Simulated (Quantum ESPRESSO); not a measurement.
Runs of Quantum ESPRESSO 7.5 on MnO2. It takes space group P-3m1 (No. 164, trigonal). Conventional cell: a = 2.857 Å, b = 2.857 Å, c = 4.601 Å, α = 90.00°, β = 90.00°, γ = 120.00°. Mn (site symmetry -3m) is surrounded by 6 O at 1.90 Å. O (site symmetry 3m) has 3 Mn at 1.90 Å as nearest neighbours. Measurements of this composition are mostly on another form, of space group No. 136.

| task | level | potentials or basis | cell | form of the LDA correlation | gap on the mesh (eV) | pressure (GPa) | moment (μB) | largest force (eV/Å) |
| --- | --- | --- | --- | --- | --- | --- | --- | --- |
| single point | PBEsol | GBRV 1.5 PBEsol | as given | - | 0.74 | -1.6 | 3.00 | 0.12 |
| single point | PBEsol | GBRV 1.5 PBEsol | atoms moved at random, drawn with an rms of 0.05 Å | - | 0.60 | 5.7 | 3.00 | 1.72 |
| band structure | PBEsol | GBRV 1.5 PBEsol | as given | - | 0.74 | -1.6 | 3.00 | 0.12 |
| band structure | LDA | GBRV 1.5 LDA | as given | PZ81 | 0.43 | (a) | 3.00 | 0.48 |

Alike in all rows: spin collinear, ferromagnetic start; k mesh 11 × 11 × 6; cutoff (eV) 612; smearing fermi-dirac 0.05 eV.

Task: Fill in the values left out.

Result: (a) -8.1.

Caveats: a cell with one magnetic atom can't hold antiferromagnetic order, which such compounds often take; an odd mesh through Γ misses points on the zone boundary, where band edges often lie (some runs).
